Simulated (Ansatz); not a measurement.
The system is Br.

```
Br
1.0
     3.36325   -2.32255    0.00000
     3.36325    2.32255    0.00000
     0.00000    0.00000    8.70230
Br
4
Direct
  0.36510 0.63490 0.39010
  0.13490 0.86510 0.89010
  0.63490 0.36510 0.60990
  0.86510 0.13490 0.10990
```

Base run:

| Item | Value |
| --- | --- |
| Program | Ansatz 0.2.0 |
| Functional | PBE |
| Potentials or basis | Ansatz PAW |
| Cutoff | 420 eV (not typed: the program's choice for these potentials) |
| k mesh | 4 × 4 × 2 |
| Occupations | fermi-dirac, width 0.05 eV |
| Spin | no spin polarisation |

Its results: band gap on the k mesh 1.87 eV, indirect (least direct gap 1.92 eV); pressure 1.8 GPa; largest force 0.864 eV/Å.

Q: After a change of settings the same cell gave: band gap on the k mesh 1.93 eV, indirect (least direct gap 1.98 eV); pressure 3.1 GPa; largest force 0.845 eV/Å. Which change was it?
A. functional from PBE to revPBE
B. functional from PBE to r2SCAN; cutoff from 420 eV (not typed: the program's choice for these potentials) to 500 eV (not typed: the program's choice for these potentials)
C. functional from PBE to LDA
D. functional from PBE to PBEsol

A: A.

revPBE binds less tightly than PBE, so the same cell stands under more pressure.

Caveats: the PAW data sets come from PBE, with cores solved anew for the run's functional, which leaves a small shift of forces and pressure (some runs).
